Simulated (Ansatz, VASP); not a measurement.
## Ru: VASP beside Ansatz

```
CELL_PARAMETERS angstrom
2.19939 -2.51989 0.00000
2.19939 2.51989 0.00000
0.00000 0.00000 2.71321
ATOMIC_POSITIONS crystal
Ru 0.79503 0.20497 0.25000
Ru 0.20497 0.79503 0.75000
```

Alike in both runs: task relaxation of cell and atoms; functional PBE; k mesh 16 × 16 × 20; occupations gaussian, width 0.1 eV; no spin polarisation.

```csv
,VASP,Ansatz
version,VASP 6.6.1,Ansatz 0.2.0
potentials or method,"VASP PAW PBE potentials, release 64 (Ru_pv)","scalar-relativistic, plane waves, PAW"
plane-wave cutoff (eV),600,420
valence electrons in the cell,28,32
```

|  | VASP | Ansatz | Ansatz less VASP |
| --- | --- | --- | --- |
| gap on the k mesh at the Fermi level, each at its own relaxed structure (eV) | none | none | - |
| relaxed volume (Å³/atom) | 15.03 | 15.04 | +0.007 |
| relaxed cell length with the largest relative difference (Å) | 3.348 | 3.349 | +0.0015 |

A gap of «none» marks a metal or a gap that the smearing closes. The two sets of potentials don't hold the same shells in valence.
